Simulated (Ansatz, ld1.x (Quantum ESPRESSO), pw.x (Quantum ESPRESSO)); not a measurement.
# From atom to crystal: PAW potential for magnesium

```json
{"Element": "magnesium", "Generator": "ld1.x (Quantum ESPRESSO) 7.5", "Type": "PAW", "Functional": "PBE", "Relativity": "scalar-relativistic", "Frozen core": "[Ne]", "Valence charge": "2", "Reference configuration": "3s2 3p0", "Partial waves": "3s (bound): rcut 2.00, rcutus 2.35 bohr; 3s channel at 1.85 Ry: rcut 2.00, rcutus 2.35 bohr; 3p (bound, empty): rcut 3.00, rcutus 4.00 bohr; 3p channel at 1.95 Ry: rcut 3.00, rcutus 4.00 bohr; 3d channel at -0.05 Ry: rcut 2.55, rcutus 3.25 bohr; 3d channel at 1.35 Ry: rcut 2.55, rcutus 3.25 bohr", "Local potential": "all-electron potential smoothed inside 1.80 bohr (lloc = -2)", "Core correction": "Bessel-smoothed model core, default radius (core density twice the valence density)", "Augmentation charge": "PSQ, inside the norm-conserving radii"}
```

Atomic tests: cutoffs needed: 6 Ry and 6 Ry (the cutoffs (Ry, on a coarse ladder) from which the occupation-weighted sum of valence levels, in a spherical-Bessel basis at the reference potential, stays within 10 and 1 mRy of its value at 400 Ry); ghost test: no extra level below or beside the all-electron valence levels (s, p, d, f tested) (spherical-Bessel basis up to 400 Ry, 20 bohr box); configuration tests: test run stopped at test 4 of 5 (negative rho).

Crystal test: fcc Mg in pw.x 7.5, no spin, 13³ k-points, Fermi–Dirac smearing 0.01 Ry, cutoffs 40/320 Ry. The reference is all-electron LAPW (Ansatz 0.2.0) with the same functional, mesh and smearing; V0 and B0 come from Birch–Murnaghan fits to the pressures at five volumes. Errors are pseudo minus all-electron; Δ is the rms difference of the E(V) curves that follow from these fits, minima aligned, over ±6 % about the mean V0. Mesh and smearing are coarse, so the numbers serve the comparison and aren't converged zero-temperature values; the lattice is a test structure that the element need not adopt.

All-electron: a0 = 4.524 Å (V0 = 23.15 Å³/atom), B0 = 35.0 GPa.

Q: How far does the potential miss the all-electron equation of state?

A: mean pressure error (GPa): -0.29; a0 (Å): 4.513; a0 error (%): -0.26; B0 error (%): +8.4; Δ (meV/atom): 1.4. The largest radius (4.00 bohr) exceeds half the bond length (3.02 bohr), so the spheres overlap, which is one possible source of error among others. Atomic configuration tests: test run stopped at test 4 of 5 (negative rho).

| V (Å³/atom) | P all-electron (GPa) | P pseudo (GPa) |
| --- | --- | --- |
| 22.038 | 1.91 | 1.72 |
| 22.618 | 0.86 | 0.61 |
| 23.198 | -0.07 | -0.36 |
| 23.778 | -0.88 | -1.22 |
| 24.358 | -1.60 | -1.97 |

Q: At the middle volume, how do free energy and pressure move when the wave cutoff is lowered (ecutrho held at 320 Ry)?

A:

| cutoff (Ry) | shift of F (meV/atom) | shift of P (GPa) |
| --- | --- | --- |
| 18 | +0.4 | +0.00 |
| 24 | +0.1 | +0.00 |
| 32 | +0.1 | +0.00 |

The run at the middle volume (84 k-points, 5 iterations) took about 11 s on one core of a shared host (Intel(R) Xeon(R) Processor @ 2.60GHz, 24 threads, 32 GiB, load 11).
